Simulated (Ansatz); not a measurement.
W: single point with PBE

W:

```
W
1.0
    -1.58234    1.58234    1.58234
     1.58234   -1.58234    1.58234
     1.58234    1.58234   -1.58234
W
1
Cartesian
  0.0000 0.0000 0.0000
```

- Program: Ansatz 0.2.0
- Task: single point
- Functional: PBE
- Potentials or basis: Ansatz PAW
- Cutoff: 420 eV (not typed: the program's choice for these potentials)
- k mesh: 12 × 12 × 12
- Occupations: gaussian, width 0.027 eV
- Spin: no spin polarisation

```
Pressure               : 6.0 GPa
Band gap on the k mesh : none (metal or under the smearing width)
```

Levels at points of the mesh, in eV from the Fermi level:
| k point | band 5 | band 6 | band 7 | band 8 | band 9 | band 10 |
| --- | --- | --- | --- | --- | --- | --- |
| (0.00, 0.00, 0.00) | -9.52 | -1.14 | -1.14 | -1.14 | 2.36 | 2.36 |
| (0.00, 0.00, -0.50) | -6.17 | -3.47 | 0.80 | 2.25 | 3.23 | 6.25 |
| (-0.50, -0.50, -0.50) | -5.73 | -5.73 | 5.26 | 5.26 | 5.26 | 8.36 |

Run time: 0.67 s on 2 threads of Intel(R) Xeon(R) Processor @ 2.70GHz, on a shared host, peak memory 0.29 GiB.

Spin-orbit coupling is left out, which matters for the levels of W.
